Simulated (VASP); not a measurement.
Runs of VASP 6.6.1 on MgO. The structure is hexagonal, space group P6_3mc (No. 186). Conventional cell: a = 3.308 Å, b = 3.308 Å, c = 4.983 Å, α = 90.00°, β = 90.00°, γ = 120.00°. Around Mg (site symmetry 3m) lie 4 O at 1.89 to 2.00 Å. Around O (site symmetry 3m) lie 4 Mg at 1.89 to 2.00 Å. Measurements of this composition are mostly on another form, of space group No. 225.

```csv
cell,gap on the mesh (eV),pressure (GPa),largest force (eV/Å)
"all Mg atoms moved +0.100 Å, as atom 1 along Cartesian [0 0 1]",(c),(a),0.90
"all Mg atoms moved -0.100 Å, as atom 1 along Cartesian [0 0 1]",(b),-0.1,0.46
"all Mg atoms moved +0.050 Å, as atom 1 along Cartesian [0 0 1]",3.42,0.5,0.38
"all Mg atoms moved -0.025 Å, as atom 1 along Cartesian [0 0 1]",3.31,-0.1,0.16
```

Alike in all rows: task single point; level PBEsol; potentials or basis VASP PAW PBE potentials, release 64 (Mg, O); no spin polarisation; k mesh 9 × 9 × 6; cutoff (eV) 520; smearing gaussian 0.05 eV.

**Question.** Fill in the values left out.

**Answer.** (a) 1.5; (b) 3.19; (c) 3.48.

Caveats: the PAW data sets were made with another functional, which shifts forces and pressure a little; an odd mesh through Γ misses points on the zone boundary, where band edges often lie.
